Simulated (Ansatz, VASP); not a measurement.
Two plane-wave programs on AlFe

INCAR

```
  PREC = Accurate
  ENCUT = 520
  EDIFF = 1E-6
  ISMEAR = 0
  SIGMA = 0.1
  LREAL = False
  LASPH = True
  NELM = 150
  ALGO = Fast
  ISIF = 2
  LWAVE = False
  LCHARG = True
  ISPIN = 2
  MAGMOM = 0 4
  LORBIT = 11
  LMAXMIX = 4
  GGA = PE
  LELF = True
  LVHAR = True
  NBANDS = 16
```

The input KPOINTS:

```
Automatic mesh
0
Gamma
  6 6 6
```

The input POSCAR:

```
AlFe
1.0
    2.8455059500      0.0000000000      0.0000000000
    0.0000000000      2.8455059500      0.0000000000
    0.0000000000      0.0000000000      2.8455059500
Al Fe
1 1
Direct
    0.0000000000      0.0000000000      0.0000000000
    0.5000000000      0.5000000000      0.5000000000
```

Input for Ansatz:

```yaml
crystal:
  lattice:
    - [2.84550595, 0.0, 0.0]
    - [0.0, 2.84550595, 0.0]
    - [0.0, 0.0, 2.84550595]
  atoms:
    - { symbol: Al, position: [0.0, 0.0, 0.0] }
    - { symbol: Fe, position: [0.5, 0.5, 0.5], spin: 4.0 }
basis:
  ecutwfc: 420
kpoints:
  mp_grid: { grid: [6, 6, 6] }
hamiltonian:
  xc: pbe
scf:
  occupations: { method: gaussian, width: 0.1 }
  lower_state_search: "off"
output:
  forces: true
  stress: true
  eigenvalues: true
  populations: true
magnetization:
  spin_polarized: true
```

Alike in both runs: task single point; functional PBE; k mesh 6 × 6 × 6; occupations gaussian, width 0.1 eV; collinear spin.

|  | VASP | Ansatz |
| --- | --- | --- |
| version | VASP 6.6.1 | Ansatz 0.2.0 |
| potentials or method | VASP PAW PBE potentials, release 64 (Al, Fe) | scalar-relativistic, plane waves, PAW |
| plane-wave cutoff (eV) | 520 | 420 |
| valence electrons in the cell | 11 | 19 |

```tsv
	VASP	Ansatz	Ansatz less VASP
gap on the k mesh at the Fermi level (eV)	none	none	-
pressure (GPa)	5.7	5.8	+0.07
net moment per atom (μB)	0.35	0.36	+0.005
size of the moment on the site where the two differ most (μB)	0.73	0.73	-0.001
```

Site moments also hang on the region over which each program counts them. A gap of «none» marks a metal or a gap that the smearing closes. The two sets of potentials don't hold the same shells in valence.

Caveats: the k mesh is coarse (spacing up to 0.37 Å⁻¹), so the values aren't converged; the moment fell far below its start of 4 μB, so a state of higher moment may lie lower in energy (VASP).
